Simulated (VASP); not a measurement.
Input of a VASP 6.6.1 run:

Contents of INCAR:

```
ALGO = Fast
EDIFF = 1E-7
ENCUT = 520
GGA = RE
ISIF = 2
ISMEAR = -1
ISPIN = 2
LASPH = T
LCHARG = F
LMAXMIX = 6
LORBIT = 11
LREAL = F
LWAVE = F
MAGMOM = 2
NBANDS = 16
NELM = 150
PREC = Accurate
SIGMA = 0.1
```

File KPOINTS:

```
k-points
0
Gamma
  9 9 9
```

The input POSCAR:

```
Pr
1.0
   -2.0973721543      2.0973721543      2.0973721543
    2.0973721543     -2.0973721543      2.0973721543
    2.0973721543      2.0973721543     -2.0973721543
Pr
1
Direct
    0.0000000000      0.0000000000      0.0000000000
```

Potentials or basis: VASP PAW PBE potentials, release 64 (Pr_3), 4f in core.

Run with:

```console
$ cat potpaw_PBE.64/Pr_3/POTCAR > POTCAR
$ mpirun -np 1 vasp_std > vasp.out
```

**Question.** Predict the band gap on the k mesh.

**Answer.** None (metal or under the smearing width).

**Question.** Predict the pressure.

**Answer.** 0.7 GPa.

Caveat: the magnetic or orbital state may not be the lowest; the PAW data sets were made with another functional, which shifts forces and pressure a little; spin-orbit coupling is left out, which moves the levels of the heavy elements; the 4f electrons are frozen in the core as for a trivalent ion, so they carry no moment and show no levels. The state reached can hang on the start; a lower one may exist.
